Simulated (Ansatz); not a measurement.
Calculation for CaF$_{2}$ (fluorite type): DFT, PBE, all-electron LAPW, scalar-relativistic (Ansatz 0.2.0).

The cell comes from a relaxation on PAW files under the same functional, begun from a prototype that needn't be the stable phase.

Command: `ansatz run input.yaml --threads 1 --pin off --max-ram 3072MiB --backend cpu --events-out ev --progress --plain --runs-dir out` It took 17 s on 1 thread of Intel(R) Xeon(R) Platinum 8375C CPU @ 2.90GHz (Ice Lake) (shared host), peak memory 0.36 GiB.

```yaml
crystal:
  lattice:
    - [0.0, 2.755467458, 2.755467458]
    - [2.755467458, 0.0, 2.755467458]
    - [2.755467458, 2.755467458, 0.0]
  atoms:
    - { symbol: Ca, position: [0.0, 0.0, 0.0] }
    - { symbol: F, position: [0.25, 0.25, 0.25] }
    - { symbol: F, position: [0.75, 0.75, 0.75] }
kpoints:
  mp_grid: { grid: [10, 10, 10] }
  band_path:
    path:
      - [0.0, 0.0, 0.0]
      - [0.5, 0.0, 0.5]
      - [0.625, 0.25, 0.625]
      - [0.375, 0.375, 0.75]
      - [0.0, 0.0, 0.0]
      - [0.5, 0.5, 0.5]
      - [0.5, 0.25, 0.75]
      - [0.5, 0.0, 0.5]
    npoints: 14
scf:
  occupations: { method: fermi_dirac, width: 0.1 }
hamiltonian:
  xc: pbe
  pseudopotentials: { kind: all_electron, lapw: { basis_error: 0.001 } }
output:
  forces: true
  stress: true
  eigenvalues: true
  populations: true
  dos: { projected: true, de: 0.2, e_range: [-14, 8] }
```

Output:

```
Ca: projections on atomic orbitals take those of the free atom 1s2 2s2 2p6 3s2 3p6 4s2, of charge +0.00 (hamiltonian.pseudopotentials.projection_atoms)
F: projections on atomic orbitals take those of the free atom 1s2 2s2 2p5, of charge +0.00 (hamiltonian.pseudopotentials.projection_atoms)
LAPW: plane waves up to 8.187 Å⁻¹, error target 1.0e-3 eV per atom; small_component_spin mean_spin; F in spheres of 1.170 Å, 7 of its electrons in bands, Dirac shells []; Ca in spheres of 1.216 Å, 18 of its electrons in bands, Dirac shells [] (how accurate: hamiltonian.pseudopotentials.lapw.basis_error, Limitations)
Engine: ansatz 0.2.0
Pseudopotentials: kind: all_electron
Pseudopotential: Ca, LAPW, valence charge 18, lapw/all_electron/scalar/gaussian/Ca, Koelling and Harmon's equation, gaussian nucleus
Pseudopotential: F, LAPW, valence charge 7, lapw/all_electron/scalar/gaussian/F, Koelling and Harmon's equation, gaussian nucleus
Functional definition: PBE
  parameter kappa = 0.804
  parameter beta = 0.06672455060314922
  exchange = pbe_x(kappa = kappa, mu = beta*pi^2/3)
  correlation = pbe_c(beta = beta)
Crystal: 3 atoms, lattice volume = 41.842 Å³
Basis set: ecut = 255.35515198093282 eV, 387 PW (Γ), exchange–correlation at level 2
Bands: 20, of which v1, the nominal top of the filled ones, is band 16 counted from 1 (15 counted from 0)
Symmetry: 48 space group operations
Space group: Fm-3m (ITA 225), of the structure as read, at distance tolerance 3.5e-5 Å
k-points: 47 of 1000
Non-local potential: Ca, projectors of the file, none
Non-local potential: F, projectors of the file, none
Initial density: superposition of atomic densities (chi_scale 0.1, normalization cell, long waves kept (reshape's long-wave potential 0.00 eV rms))
Initial wavefunctions: plane waves of lowest kinetic energy (no species holds an atomic orbital)
Functional: x = pbe(κ = 0.804, μ = 0.2195149727645171), c = pbe(β = 0.06672455060314922)
iter 1 solved again at ethr=3.44e-3 eV; its pass at ethr=1.00e-1 eV (dr2=1.10e0 eV) is discarded
SCF iter   1: F=—  HF=-23959.515181 eV  |F-HF|=—  |Δ(HF+E_count)|=         —  Δρ=4.67e-2  dr2=1.10e0  ethr=3.44e-3  ⟨swp⟩=2.0  Hψ=6046  notcnv=0
preconditioner: auto → none  [insulator: Δε(μ)=8.792 eV  Ē_g=19.631 eV  σ=0.100 eV  W_gap=1.00  n_scr=14 (ndim 8)  ℏωp=26.9 eV  f_vac=0.000  D(μ)=0.00/eV (n_scr^D=0)  ε∞_Penn≈2.9]
iter 2 solved again at ethr=1.49e-4 eV; its pass at ethr=3.44e-3 eV (dr2=4.76e-2 eV) is discarded
SCF iter   2: F=—  HF=-23958.503463 eV  |F-HF|=—  |Δ(HF+E_count)|=    1.01e0  Δρ=8.45e-3  dr2=4.77e-2  ethr=1.49e-4  ⟨swp⟩=2.0  Hψ=5279  notcnv=0
SCF iter   3: F=—  HF=-23958.245655 eV  |F-HF|=—  |Δ(HF+E_count)|=   2.58e-1  Δρ=1.04e-2  dr2=5.91e-2  ethr=1.49e-4  ⟨swp⟩=3.0  Hψ=3336  notcnv=0
SCF iter   4: F=—  HF=-23958.263708 eV  |F-HF|=—  |Δ(HF+E_count)|=   1.81e-2  Δρ=9.09e-4  dr2=6.01e-4  ethr=1.49e-4  ⟨swp⟩=2.6  Hψ=3051  notcnv=0
SCF iter   5: F=—  HF=-23958.264000 eV  |F-HF|=—  |Δ(HF+E_count)|=   2.92e-4  Δρ=3.21e-4  dr2=6.97e-5  ethr=1.88e-6  ⟨swp⟩=2.9  Hψ=2959  notcnv=0
SCF iter   6: F=—  HF=-23958.264020 eV  |F-HF|=—  |Δ(HF+E_count)|=   1.98e-5  Δρ=1.43e-4  dr2=1.17e-5  ethr=2.18e-7  ⟨swp⟩=3.0  Hψ=3088  notcnv=0
SCF iter   7: F=—  HF=-23958.264053 eV  |F-HF|=—  |Δ(HF+E_count)|=   3.34e-5  Δρ=4.03e-5  dr2=9.25e-7  ethr=3.65e-8  ⟨swp⟩=2.0  Hψ=2867  notcnv=0
SCF iter   8: F=-23958.264052 eV  HF=-23958.264052 eV  |F-HF|=2.85e-8  |Δ(HF+E_count)|=   8.72e-7  Δρ=4.68e-6  dr2=1.24e-8  ethr=2.89e-9  ⟨swp⟩=2.0  Hψ=2868  notcnv=0
SCF 1 converged in 8 iterations: F = -23958.264052 eV  dr2 = 1.24e-8
NSCF: frozen V_eff on 99 k-points
SCF converged after 8 iterations
Free energy (F): -23958.264052 eV
Harris-Foulkes:  -23958.264052 eV  (|F-HF|=2.85e-8)
Internal energy: -23958.264052 eV  (E = F + TS)
E sigma→0 (E₀):  -23958.264052 eV
Fermi energy:    7.156880 eV
--- Per-component energies (eV) ---
  E_band       = -2906.019547
  E_kinetic    = 24097.671855
  E_xc         = -1553.612653
  E_electrostatic = -46502.323255  (all electrons and nuclei)
  E_smearing   = -0.000000  (= −TS)
  E_closure    = 0.000000  (closes the sum)
  E_atoms      = -23940.924683  (free atoms, spherical and without spin; not in F)
  Σ components = -23958.264052   (vs F -23958.264052, Δ=0.00e0)
  Basis errors (estimates in eV, not in F): energy 3.9e-4 per atom: plane waves 3.5e-4 (2.0e-4 summed), levels above the bands 2.9e-30, relativity 1.3e-8, radial functions 3.5e-5, core shells 4.5e-9; eigenvalues (radial functions only) 3.9e-6; not estimated: angular momenta, meshes, grids; target (lapw.basis_error) 1.0e-3; muffin-tin radii F 1.170 Å, Ca 1.216 Å
--- Forces (eV/Å), atoms counted from 1 ---
  atom   1  Ca     0.00000000    -0.00000000    -0.00000000
  atom   2  F      0.00000000     0.00000000    -0.00000000
  atom   3  F      0.00000000     0.00000000     0.00000000
  max |Σ_I F_I| component: 1.85e-17 eV/Å
--- Stress (GPa, compression-positive) ---
       -0.023944      -0.000000       0.000000
       -0.000000      -0.023944       0.000000
        0.000000       0.000000      -0.023944
  P = ⅓ Tr σ = -0.0239 GPa (-0.239 kbar)
--- Band table (eV; the first three rows and the last of 47) ---
  k-point 0: bands = ["-399.7743", "-320.1307", "-320.1307", "-320.1307", "-32.7907", "-16.4854", "-15.7569", "-13.7249", "-13.7249", "-13.7249", "1.3548", "1.3548", "1.3548", "3.1250", "3.1250", "3.1250", "10.5110", "12.4395", "12.4395", "14.3895"]
  k-point 1: bands = ["-399.7743", "-320.1307", "-320.1307", "-320.1307", "-32.7880", "-16.5110", "-15.7799", "-13.7284", "-13.7284", "-13.6822", "1.3981", "1.3981", "1.4323", "3.0095", "3.0805", "3.0805", "10.7694", "12.4591", "12.4591", "14.2935"]
  k-point 2: bands = ["-399.7743", "-320.1307", "-320.1307", "-320.1307", "-32.7809", "-16.5640", "-15.8560", "-13.7377", "-13.7377", "-13.5673", "1.5178", "1.5178", "1.6328", "2.7361", "2.9598", "2.9598", "11.4211", "12.5100", "12.5100", "14.0952"]
  k-point 46: bands = ["-399.7743", "-320.1307", "-320.1307", "-320.1307", "-32.7528", "-16.5797", "-16.3512", "-13.8185", "-13.5175", "-13.3013", "1.0898", "1.4175", "2.1731", "2.5617", "3.1001", "3.3008", "11.6996", "12.9941", "13.0281", "13.3326"]
--- Löwdin populations: 3 sites ---
  site symbol       q [e]
     0     Ca     18.2669
     1      F      9.7666
     2      F      9.7666
  spilling = 0.005262 (of n_electrons = 38.000000)
```

populations.tsv:

```
# site	symbol	l	j	q
# orbitals = lowdin
# n_electrons = 38.000000
# spilling = 0.005262
# projection_atom_Ca: 1s2 2s2 2p6 3s2 3p6 4s2
# projection_atom_F: 1s2 2s2 2p5
0	Ca	0_1S	-	1.999992
0	Ca	0_2S	-	1.999529
0	Ca	0_3S	-	1.984577
0	Ca	0_4S	-	0.289665
0	Ca	1_2P	-	5.999987
0	Ca	1_3P	-	5.993178
1	F	0_1S	-	1.999515
1	F	0_2S	-	1.934396
1	F	1_2P	-	5.832645
2	F	0_1S	-	1.999515
2	F	0_2S	-	1.934396
2	F	1_2P	-	5.832645
```

Next run (volume at 0.94 of the series' base cell), as changes to the input before:

```diff
   lattice:
-    - [0.0, 2.755467458, 2.755467458]
-    - [2.755467458, 0.0, 2.755467458]
-    - [2.755467458, 2.755467458, 0.0]
+    - [0.0, 2.6992176449, 2.6992176449]
+    - [2.6992176449, 0.0, 2.6992176449]
+    - [2.6992176449, 2.6992176449, 0.0]
   atoms:
   mp_grid: { grid: [10, 10, 10] }
-  band_path:
-    path:
-      - [0.0, 0.0, 0.0]
-      - [0.5, 0.0, 0.5]
-      - [0.625, 0.25, 0.625]
-      - [0.375, 0.375, 0.75]
-      - [0.0, 0.0, 0.0]
-      - [0.5, 0.5, 0.5]
-      - [0.5, 0.25, 0.75]
-      - [0.5, 0.0, 0.5]
-    npoints: 14
 scf:
   populations: true
-  dos: { projected: true, de: 0.2, e_range: [-14, 8] }
```

Results part of the output:

```
SCF 1 converged in 8 iterations: F = -23958.223658 eV  dr2 = 8.12e-9
SCF converged after 8 iterations
Free energy (F): -23958.223658 eV
Harris-Foulkes:  -23958.223658 eV  (|F-HF|=1.76e-8)
Internal energy: -23958.223658 eV  (E = F + TS)
E sigma→0 (E₀):  -23958.223658 eV
Fermi energy:    7.955503 eV
--- Per-component energies (eV) ---
  E_band       = -2882.197149
  E_kinetic    = 24101.576046
  E_xc         = -1554.546479
  E_electrostatic = -46505.253225  (all electrons and nuclei)
  E_smearing   = -0.000000  (= −TS)
  E_closure    = 0.000000  (closes the sum)
  E_atoms      = -23940.924683  (free atoms, spherical and without spin; not in F)
  Σ components = -23958.223658   (vs F -23958.223658, Δ=0.00e0)
  Basis errors (estimates in eV, not in F): energy 4.0e-4 per atom: plane waves 3.7e-4 (2.1e-4 summed), levels above the bands 2.3e-31, relativity 2.5e-8, radial functions 3.1e-5, core shells 8.5e-9; eigenvalues (radial functions only) 4.4e-6; not estimated: angular momenta, meshes, grids; target (lapw.basis_error) 1.0e-3; muffin-tin radii F 1.146 Å, Ca 1.191 Å
--- Forces (eV/Å), atoms counted from 1 ---
  atom   1  Ca     0.00000000    -0.00000000    -0.00000000
  atom   2  F      0.00000000     0.00000000    -0.00000000
  atom   3  F      0.00000000    -0.00000000     0.00000000
  max |Σ_I F_I| component: 1.62e-17 eV/Å
--- Stress (GPa, compression-positive) ---
        5.480423       0.000000      -0.000000
        0.000000       5.480423      -0.000000
       -0.000000      -0.000000       5.480423
  P = ⅓ Tr σ = 5.4804 GPa (54.804 kbar)
--- Band table (eV; the first three rows and the last of 47) ---
  k-point 0: bands = ["-398.7644", "-319.1193", "-319.1193", "-319.1193", "-31.8725", "-16.0177", "-15.1947", "-12.8069", "-12.8069", "-12.8069", "1.7797", "1.7797", "1.7797", "3.7338", "3.7338", "3.7338", "11.5002", "13.3020", "13.3020", "15.4996"]
  k-point 1: bands = ["-398.7644", "-319.1193", "-319.1193", "-319.1193", "-31.8686", "-16.0467", "-15.2217", "-12.8116", "-12.8116", "-12.7599", "1.8278", "1.8278", "1.8697", "3.6101", "3.6853", "3.6853", "11.7671", "13.3258", "13.3258", "15.3937"]
  k-point 2: bands = ["-398.7644", "-319.1193", "-319.1193", "-319.1193", "-31.8586", "-16.1073", "-15.3102", "-12.8238", "-12.8238", "-12.6322", "1.9603", "1.9603", "2.1024", "3.3175", "3.5548", "3.5548", "12.4309", "13.3866", "13.3866", "15.1787"]
  k-point 46: bands = ["-398.7644", "-319.1193", "-319.1193", "-319.1193", "-31.8187", "-16.1301", "-15.8744", "-12.9304", "-12.5815", "-12.3298", "1.5383", "1.9076", "2.7197", "3.1237", "3.6894", "3.9121", "12.5164", "13.9612", "13.9867", "14.3433"]
--- Löwdin populations: 3 sites ---
  site symbol       q [e]
     0     Ca     18.2671
     1      F      9.7647
     2      F      9.7647
  spilling = 0.005358 (of n_electrons = 38.000000)
```

Next run (volume at 0.88 of the series' base cell), as changes to the input before:

```diff
   lattice:
-    - [0.0, 2.6992176449, 2.6992176449]
-    - [2.6992176449, 0.0, 2.6992176449]
-    - [2.6992176449, 2.6992176449, 0.0]
+    - [0.0, 2.6405202988, 2.6405202988]
+    - [2.6405202988, 0.0, 2.6405202988]
+    - [2.6405202988, 2.6405202988, 0.0]
   atoms:
```

Results part of the output:

```
SCF 1 converged in 8 iterations: F = -23958.080928 eV  dr2 = 4.45e-9
SCF converged after 8 iterations
Free energy (F): -23958.080928 eV
Harris-Foulkes:  -23958.080928 eV  (|F-HF|=9.11e-9)
Internal energy: -23958.080928 eV  (E = F + TS)
E sigma→0 (E₀):  -23958.080928 eV
Fermi energy:    8.861735 eV
--- Per-component energies (eV) ---
  E_band       = -2855.345207
  E_kinetic    = 24106.347218
  E_xc         = -1555.641395
  E_electrostatic = -46508.786750  (all electrons and nuclei)
  E_smearing   = -0.000000  (= −TS)
  E_closure    = 0.000000  (closes the sum)
  E_atoms      = -23940.924683  (free atoms, spherical and without spin; not in F)
  Σ components = -23958.080928   (vs F -23958.080928, Δ=0.00e0)
  Basis errors (estimates in eV, not in F): energy 4.2e-4 per atom: plane waves 3.9e-4 (2.2e-4 summed), levels above the bands 1.5e-32, relativity 1.2e-8, radial functions 2.6e-5, core shells 1.6e-8; eigenvalues (radial functions only) 4.9e-6; not estimated: angular momenta, meshes, grids; target (lapw.basis_error) 1.0e-3; muffin-tin radii F 1.121 Å, Ca 1.166 Å
--- Forces (eV/Å), atoms counted from 1 ---
  atom   1  Ca     0.00000000    -0.00000000    -0.00000000
  atom   2  F      0.00000000    -0.00000000    -0.00000000
  atom   3  F     -0.00000000     0.00000000    -0.00000000
  max |Σ_I F_I| component: 9.25e-18 eV/Å
--- Stress (GPa, compression-positive) ---
       13.163960      -0.000000       0.000000
       -0.000000      13.163960       0.000000
        0.000000       0.000000      13.163960
  P = ⅓ Tr σ = 13.1640 GPa (131.640 kbar)
--- Band table (eV; the first three rows and the last of 47) ---
  k-point 0: bands = ["-397.6330", "-317.9860", "-317.9860", "-317.9860", "-30.8597", "-15.4762", "-14.5477", "-11.7890", "-11.7890", "-11.7890", "2.2641", "2.2641", "2.2641", "4.4345", "4.4345", "4.4345", "12.6243", "14.2602", "14.2602", "16.7509"]
  k-point 1: bands = ["-397.6330", "-317.9860", "-317.9860", "-317.9860", "-30.8541", "-15.5107", "-14.5798", "-11.7952", "-11.7952", "-11.7361", "2.3180", "2.3180", "2.3697", "4.3018", "4.3815", "4.3815", "12.8996", "14.2893", "14.2893", "16.6333"]
  k-point 2: bands = ["-397.6330", "-317.9860", "-317.9860", "-317.9860", "-30.8396", "-15.5837", "-14.6838", "-11.8114", "-11.8114", "-11.5915", "2.4656", "2.4656", "2.6425", "3.9880", "4.2402", "4.2402", "13.5726", "14.3628", "14.3628", "16.3993"]
  k-point 46: bands = ["-397.6330", "-317.9860", "-317.9860", "-317.9860", "-30.7819", "-15.6247", "-15.3352", "-11.9542", "-11.5397", "-11.2409", "2.0581", "2.4801", "3.3548", "3.7720", "4.3644", "4.6134", "13.4303", "15.0024", "15.1049", "15.4801"]
--- Löwdin populations: 3 sites ---
  site symbol       q [e]
     0     Ca     18.2665
     1      F      9.7625
     2      F      9.7625
  spilling = 0.005488 (of n_electrons = 38.000000)
```

Next run (volume at 0.8 of the series' base cell), as changes to the input before:

```diff
   lattice:
-    - [0.0, 2.6405202988, 2.6405202988]
-    - [2.6405202988, 0.0, 2.6405202988]
-    - [2.6405202988, 2.6405202988, 0.0]
+    - [0.0, 2.5579493969, 2.5579493969]
+    - [2.5579493969, 0.0, 2.5579493969]
+    - [2.5579493969, 2.5579493969, 0.0]
   atoms:
```

Command: `ansatz run input.yaml --threads 1 --pin off --max-ram 3072MiB --backend cpu --events-out ev --progress --plain --runs-dir out` It took 11 s on 1 thread of Intel(R) Xeon(R) Platinum 8375C CPU @ 2.90GHz (Ice Lake), with other jobs on the host, peak memory 0.36 GiB.

Results part of the output:

```
SCF 1 converged in 8 iterations: F = -23957.658032 eV  dr2 = 1.19e-9
SCF converged after 8 iterations
Free energy (F): -23957.658032 eV
Harris-Foulkes:  -23957.658032 eV  (|F-HF|=1.89e-9)
Internal energy: -23957.658032 eV  (E = F + TS)
E sigma→0 (E₀):  -23957.658032 eV
Fermi energy:    10.206708 eV
--- Per-component energies (eV) ---
  E_band       = -2813.701838
  E_kinetic    = 24114.538071
  E_xc         = -1557.424035
  E_electrostatic = -46514.772068  (all electrons and nuclei)
  E_smearing   = -0.000000  (= −TS)
  E_closure    = 0.000000  (closes the sum)
  E_atoms      = -23940.924683  (free atoms, spherical and without spin; not in F)
  Σ components = -23957.658032   (vs F -23957.658032, Δ=0.00e0)
  Basis errors (estimates in eV, not in F): energy 4.3e-4 per atom: plane waves 4.1e-4 (2.3e-4 summed), levels above the bands 1.4e-34, relativity 2.6e-8, radial functions 2.0e-5, core shells 4.1e-8; eigenvalues (radial functions only) 5.8e-6; not estimated: angular momenta, meshes, grids; target (lapw.basis_error) 1.0e-3; muffin-tin radii F 1.086 Å, Ca 1.129 Å
--- Forces (eV/Å), atoms counted from 1 ---
  atom   1  Ca     0.00000000    -0.00000000    -0.00000000
  atom   2  F      0.00000000     0.00000000    -0.00000000
  atom   3  F     -0.00000000    -0.00000000    -0.00000000
  max |Σ_I F_I| component: 9.25e-18 eV/Å
--- Stress (GPa, compression-positive) ---
       28.499766       0.000000      -0.000000
        0.000000      28.499766      -0.000000
       -0.000000      -0.000000      28.499766
  P = ⅓ Tr σ = 28.4998 GPa (284.998 kbar)
--- Band table (eV; the first three rows and the last of 47) ---
  k-point 0: bands = ["-395.8903", "-316.2398", "-316.2398", "-316.2398", "-29.3368", "-14.6034", "-13.5200", "-10.2430", "-10.2430", "-10.2430", "3.0246", "3.0246", "3.0246", "5.5479", "5.5479", "5.5479", "14.3815", "15.7201", "15.7201", "18.6928"]
  k-point 1: bands = ["-395.8903", "-316.2398", "-316.2398", "-316.2398", "-29.3276", "-14.6498", "-13.5610", "-10.2523", "-10.2523", "-10.1795", "3.0882", "3.0882", "3.1578", "5.4021", "5.4880", "5.4880", "14.6673", "15.7589", "15.7589", "18.5556"]
  k-point 2: bands = ["-395.8903", "-316.2398", "-316.2398", "-316.2398", "-29.3032", "-14.7508", "-13.6924", "-10.2765", "-10.2765", "-10.0036", "3.2606", "3.2606", "3.5008", "5.0571", "5.3307", "5.3307", "15.3448", "15.8546", "15.8546", "18.2915"]
  k-point 46: bands = ["-395.8903", "-316.2398", "-316.2398", "-316.2398", "-29.2061", "-14.8444", "-14.4971", "-10.4920", "-9.9514", "-9.5643", "2.8921", "3.4102", "4.3781", "4.8062", "5.4304", "5.7231", "14.8368", "16.5980", "16.8387", "17.2388"]
--- Löwdin populations: 3 sites ---
  site symbol       q [e]
     0     Ca     18.2642
     1      F      9.7590
     2      F      9.7590
  spilling = 0.005732 (of n_electrons = 38.000000)
```

Next run (volume at 0.72 of the series' base cell), as changes to the input before:

```diff
   lattice:
-    - [0.0, 2.5579493969, 2.5579493969]
-    - [2.5579493969, 0.0, 2.5579493969]
-    - [2.5579493969, 2.5579493969, 0.0]
+    - [0.0, 2.4696729891, 2.4696729891]
+    - [2.4696729891, 0.0, 2.4696729891]
+    - [2.4696729891, 2.4696729891, 0.0]
   atoms:
```

Results part of the output:

```
SCF 1 converged in 7 iterations: F = -23956.825643 eV  dr2 = 6.69e-8
SCF converged after 7 iterations
Free energy (F): -23956.825643 eV
Harris-Foulkes:  -23956.825643 eV  (|F-HF|=9.43e-8)
Internal energy: -23956.825643 eV  (E = F + TS)
E sigma→0 (E₀):  -23956.825643 eV
Fermi energy:    11.734182 eV
--- Per-component energies (eV) ---
  E_band       = -2763.455688
  E_kinetic    = 24125.581907
  E_xc         = -1559.698062
  E_electrostatic = -46522.709489  (all electrons and nuclei)
  E_smearing   = -0.000000  (= −TS)
  E_closure    = 0.000000  (closes the sum)
  E_atoms      = -23940.924683  (free atoms, spherical and without spin; not in F)
  Σ components = -23956.825643   (vs F -23956.825643, Δ=0.00e0)
  Basis errors (estimates in eV, not in F): energy 4.2e-4 per atom: plane waves 4.0e-4 (2.3e-4 summed), levels above the bands 2.3e-37, relativity 2.5e-8, radial functions 1.9e-5, core shells 1.1e-7; eigenvalues (radial functions only) 2.1e-5; not estimated: angular momenta, meshes, grids; target (lapw.basis_error) 1.0e-3; muffin-tin radii F 1.049 Å, Ca 1.090 Å
--- Forces (eV/Å), atoms counted from 1 ---
  atom   1  Ca     0.00000000    -0.00000000    -0.00000000
  atom   2  F     -0.00000000     0.00000000     0.00000000
  atom   3  F     -0.00000000     0.00000000    -0.00000000
  max |Σ_I F_I| component: 3.70e-17 eV/Å
--- Stress (GPa, compression-positive) ---
       53.187086       0.000000      -0.000000
        0.000000      53.187086       0.000000
       -0.000000       0.000000      53.187086
  P = ⅓ Tr σ = 53.1871 GPa (531.871 kbar)
--- Band table (eV; the first three rows and the last of 47) ---
  k-point 0: bands = ["-393.8030", "-314.1476", "-314.1476", "-314.1476", "-27.5804", "-13.4883", "-12.2461", "-8.4249", "-8.4249", "-8.4249", "3.9531", "3.9531", "3.9531", "6.9290", "6.9290", "6.9290", "16.5143", "17.4456", "17.4456", "21.0406"]
  k-point 1: bands = ["-393.8030", "-314.1476", "-314.1476", "-314.1476", "-27.5644", "-13.5556", "-12.2996", "-8.4393", "-8.4393", "-8.3464", "4.0296", "4.0296", "4.1254", "6.7687", "6.8609", "6.8609", "16.8091", "17.4984", "17.4984", "20.8772"]
  k-point 2: bands = ["-393.8030", "-314.1476", "-314.1476", "-314.1476", "-27.5222", "-13.7065", "-12.4692", "-8.4767", "-8.4767", "-8.1263", "4.2341", "4.2341", "4.5667", "6.3896", "6.6860", "6.6860", "17.4771", "17.6256", "17.6256", "20.5764"]
  k-point 46: bands = ["-393.8030", "-314.1476", "-314.1476", "-314.1476", "-27.3522", "-13.9105", "-13.4861", "-8.8116", "-8.0779", "-7.5589", "3.9405", "4.6015", "5.6737", "6.0973", "6.7418", "7.0916", "16.5228", "18.4978", "18.9329", "19.3565"]
--- Löwdin populations: 3 sites ---
  site symbol       q [e]
     0     Ca     18.2595
     1      F      9.7546
     2      F      9.7546
  spilling = 0.006086 (of n_electrons = 38.000000)
```
